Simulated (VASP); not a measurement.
Crystal: HfO2.

```
Hf O
1.0
     5.55640    0.00000    0.00000
     0.00000    3.33360    0.00000
     0.00000    0.00000    6.50500
Hf O
4 8
Direct
  0.74868 0.75000 0.60787
  0.25132 0.25000 0.39213
  0.24868 0.75000 0.89213
  0.75132 0.25000 0.10787
  0.63950 0.25000 0.42340
  0.36050 0.75000 0.57660
  0.13950 0.25000 0.07660
  0.86050 0.75000 0.92340
  0.52079 0.25000 0.84145
  0.47921 0.75000 0.15855
  0.02079 0.25000 0.65855
  0.97921 0.75000 0.34145
```

Measurements of this composition are mostly on another form, of space group No. 14.

```yaml
Program: VASP 6.6.1
Task: single point
Functional: PBE
Potentials_or_basis: VASP PAW PBE potentials, release 64 (Hf_pv, O)
Cutoff: 520 eV
k_mesh: 5 × 8 × 4
Occupations: fermi-dirac, width 0.05 eV
Spin: no spin polarisation
```

On this cell: pressure -0.4 GPa; largest force 0.013 eV/Å; band gap on the k mesh 3.40 eV, direct.

The same run follows on a disturbed copy (atoms moved at random, drawn with an rms of 0.05 Å):

```xyz
12
Lattice="5.5564 0.0000 0.0000 0.0000 3.3336 0.0000 0.0000 0.0000 6.5050" Properties=species:S:1:pos:R:3 pbc="T T T"
Hf    4.1815    2.4691    3.8853
Hf    1.3906    0.7740    2.5520
Hf    1.3883    2.4972    5.7696
Hf    4.1909    0.7657    0.7082
O     3.5585    0.8945    2.7300
O     2.0453    2.5509    3.7554
O     0.7929    0.8252    0.4830
O     4.7346    2.4719    6.0444
O     2.8779    0.8858    5.4289
O     2.6931    2.4509    1.0440
O     0.1404    0.8292    4.2611
O     5.4147    2.4903    2.2717
```

Q: What changes?

A: The energy moves by +29.4 meV/atom; pressure 1.4 GPa; largest force 2.073 eV/Å; band gap on the k mesh 3.35 eV, direct.

Forces in eV/Å, atoms in the order of the input:
```
Hf  -0.659  0.593  1.874
Hf   0.643  0.862 -0.245
Hf   0.283 -0.003  0.464
Hf  -0.614  0.582 -0.716
O   -0.112 -1.353  0.065
O   -0.496 -0.801 -0.551
O   -0.228 -0.225  0.367
O    0.847 -0.070 -0.858
O    0.087 -0.450  0.595
O   -0.615  0.615 -0.226
O   -0.141  0.025  0.418
O    1.005  0.226 -1.187
```

Stress tensor (GPa, compression positive):
```
 1.13  0.07 -1.01
 0.07  1.19  1.48
-1.01  1.48  1.87
```

Caveats: spin-orbit coupling is left out, which moves the levels of the heavy elements; an odd mesh through Γ misses points on the zone boundary, where band edges often lie.
